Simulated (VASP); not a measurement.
Input of a VASP 6.6.1 run:

File INCAR:

```
PREC     = Accurate       # precision mode
ENCUT    = 520            # plane-wave cutoff, eV
EDIFF    = 1E-7           # SCF threshold, eV
ISMEAR   = 0              # smearing method
SIGMA    = 0.02           # smearing width, eV
LREAL    = F              # projectors in reciprocal space
LASPH    = T              # aspherical terms in the spheres
NELM     = 100            # most SCF steps
ALGO     = Fast           # electronic algorithm
ISIF     = 3              # what is computed and relaxed
LWAVE    = F              # write WAVECAR
LCHARG   = F              # write CHGCAR
GGA      = PS             # functional
IBRION   = 2              # ionic algorithm
NSW      = 80             # ionic steps
EDIFFG   = -0.002         # ionic threshold
KPAR     = 4
```

KPOINTS

```
Automatic mesh
0
Gamma
  12 12 12
```

Contents of POSCAR:

```
TiN
1.0
    0.0000000000      2.1190000000      2.1190000000
    2.1190000000      0.0000000000      2.1190000000
    2.1190000000      2.1190000000      0.0000000000
Ti N
1 1
Direct
    0.0000000000      0.0000000000      0.0000000000
    0.5000000000      0.5000000000      0.5000000000
```

Potentials or basis: VASP PAW PBE potentials, release 64 (Ti_sv, N).

Launch:

```sh
$ cat potpaw_PBE.64/Ti_sv/POTCAR potpaw_PBE.64/N/POTCAR > POTCAR
$ mpirun -np 4 vasp_std > vasp.out
```

**Question.** Estimate the space group after relaxing (to 0.05 Å).

**Answer.** Fm-3m (No. 225).

**Question.** Predict the relaxed cell.

**Answer.** a = 2.974 Å, b = 2.974 Å, c = 2.974 Å, α = 60.00°, β = 60.00°, γ = 60.00°.

**Question.** What does it give for the relaxed volume?

**Answer.** 9.30 Å³/atom.

Step by step:
| step | energy change (eV) | largest force (eV/Å) | pressure (GPa) | volume (Å³) |
| --- | --- | --- | --- | --- |
| 1 | 0.0000 | 0.0000 | -6.44 | 19.03 |
| 2 | 0.0111 | 0.0000 | 10.68 | 17.99 |
| 3 | -0.0100 | 0.0000 | -0.08 | 18.61 |
| 4 | -0.0100 | 0.0000 | 0.04 | 18.60 |
| 5 | -0.0100 | 0.0000 | -0.05 | 18.61 |
| 6 | -0.0100 | 0.0000 | -0.01 | 18.60 |

Caveat: the PAW data sets were made with another functional, which shifts forces and pressure a little.
